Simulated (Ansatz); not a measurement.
Runs of Ansatz 0.2.0 on WC. It takes space group Fm-3m (No. 225, cubic). The conventional cell has a = 4.385 Å, b = 4.385 Å, c = 4.385 Å, α = 90.00°, β = 90.00°, γ = 90.00°. W (site symmetry m-3m) is surrounded by 6 C at 2.19 Å. C (site symmetry m-3m) has 6 W at 2.19 Å as nearest neighbours. Measurements of this composition are mostly on another form, of space group No. 187.

| level | U | hubbard projectors | double counting | gap on the mesh (eV) | pressure (GPa) |
| --- | --- | --- | --- | --- | --- |
| LDA+U | W d U = 3 eV | ortho-atomic (the default) | fll (the default) | none | -15.7 |
| LDA | - | - | - | none | -16.1 |
| LDA+U | W d U = 8 eV | ortho-atomic (the default) | fll (the default) | none | (a) |
| LDA+U | W d U = 2 eV | ortho-atomic (the default) | fll (the default) | none | -15.9 |
| LDA+U | W d U = 5 eV | ortho-atomic (the default) | fll (the default) | none | (b) |

Alike in all rows: task projected density of states; potentials or basis Ansatz PAW; no spin polarisation; cell as given; k mesh 10 × 10 × 10; cutoff (eV) 420; smearing fermi-dirac 0.05 eV.

Task: Fill in the values left out.

Result: (a) -14.7; (b) -15.4.

Caveats: the PAW data sets come from PBE, with cores solved anew for the run's functional, which leaves a small shift of forces and pressure; U without spin polarisation on a metal has little footing (some runs); the U is typed as a test and isn't derived for this compound (some runs).

A k mesh can miss the band edges, and the runs leave out spin-orbit coupling on W.

A gap of «none» marks a metal or a gap under the smearing width.
